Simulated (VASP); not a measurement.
BP under changes of volume

One of the cells (17.795 Å³/atom); the others are scaled copies at fixed shape and fractional positions:

```xyz
4
Lattice="3.1777 0.0000 0.0000 0.0000 3.1777 0.0000 0.0000 0.0000 7.0489" Properties=species:S:1:pos:R:3 pbc="T T T"
B     0.0000    0.0000    0.0000
B     1.5889    1.5889    0.0000
P     1.5889    0.0000    5.7412
P     0.0000    1.5889    1.3078
```

The cell was built by a generator and needn't be a form met in nature.

- Program: VASP 6.6.1
- Functional: PBE
- Potentials or basis: VASP PAW PBE potentials, release 64 (B, P)
- Cutoff: 520 eV
- k mesh: 8 × 8 × 4
- Occupations: fermi-dirac, width 0.05 eV
- Spin: no spin polarisation

| volume (Å³/atom) | energy over the lowest point (meV/atom) | pressure (GPa) | largest force (eV/Å) |
| --- | --- | --- | --- |
| 16.399 | 16.91 | 6.1 | 0.861 |
| 16.748 | 6.07 | 3.8 | 0.516 |
| 17.097 | 0.00 | 1.7 | 0.195 |
| 17.795 | 0.51 | -1.9 | 0.386 |
| 18.144 | 6.32 | -3.5 | 0.648 |
| 18.493 | ? | ? | ? |

Problem. What does the run at 18.493 Å³/atom give?

Solution. Energy over the lowest point 15.38 meV/atom; pressure -4.9 GPa; largest force 0.893 eV/Å.

Worked out: A Birch-Murnaghan fit of order 3 (a polynomial in V^(-2/3)) to the other rows has its minimum at 17.42 Å³/atom with B0 = V·E''(V) = 91 GPa and B' = 3.8 at fixed shape and positions, which overstates the stiffness. It gives 15.40 meV/atom at 18.493 Å³/atom, against the run's 15.38, and -dE/dV = -4.9 GPa, against -4.9.

Energies are extrapolated to zero smearing.

Caveats: this functional lacks dispersion, which binds the layers, so the pressure and a relaxed spacing across them are unreliable.
